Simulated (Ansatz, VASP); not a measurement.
## One calculation of CuO, two programs

```
Cu O
1.0
     2.39063   -1.74700    0.00000
     2.39063    1.74700    0.00000
    -0.87743    0.00000    5.15867
Cu O
2 2
Direct
  0.00320 0.49680 0.00000
  0.49680 0.00320 0.50000
  0.57140 0.40560 0.25370
  0.40560 0.57140 0.75370
```

Alike in both runs: task single point; functional RPBE; k mesh 10 × 10 × 5; occupations fermi-dirac, width 0.05 eV; no spin polarisation.

```csv
,VASP,Ansatz
version,VASP 6.6.1,Ansatz 0.2.0
potentials or method,"VASP PAW PBE potentials, release 64 (Cu, O)",Ansatz PAW
plane-wave cutoff (eV),520,420
valence electrons in the cell,34,50
```

```csv
,VASP,Ansatz,Ansatz less VASP
gap on the k mesh at the Fermi level (eV),none,none,-
pressure (GPa),1.9,1.3,-0.54
largest component of the traceless stress (GPa),1.88,2.21,+0.332
rms of the force components (eV/Å),0.383,0.377,-0.0058
```

Atom by atom the forces differ by 0.020 eV/Å (rms over components). A gap of «none» marks a metal or a gap that the smearing closes. The functional is the same, so the differences come from potentials, cutoffs and numerics. The two sets of potentials don't hold the same shells in valence.

Caveats: the run has no spin polarisation, though such a crystal can be magnetic; semilocal functionals often make such compounds metallic where correlation or magnetic order opens a gap, which also shifts bond lengths; the PAW data sets were made with another functional, which shifts forces and pressure a little (VASP); the pressure holds a Pulay correction of +0.6 GPa for the finite cutoff (Ansatz); the PAW data sets come from PBE, with cores solved anew for the run's functional, which leaves a small shift of forces and pressure (Ansatz).
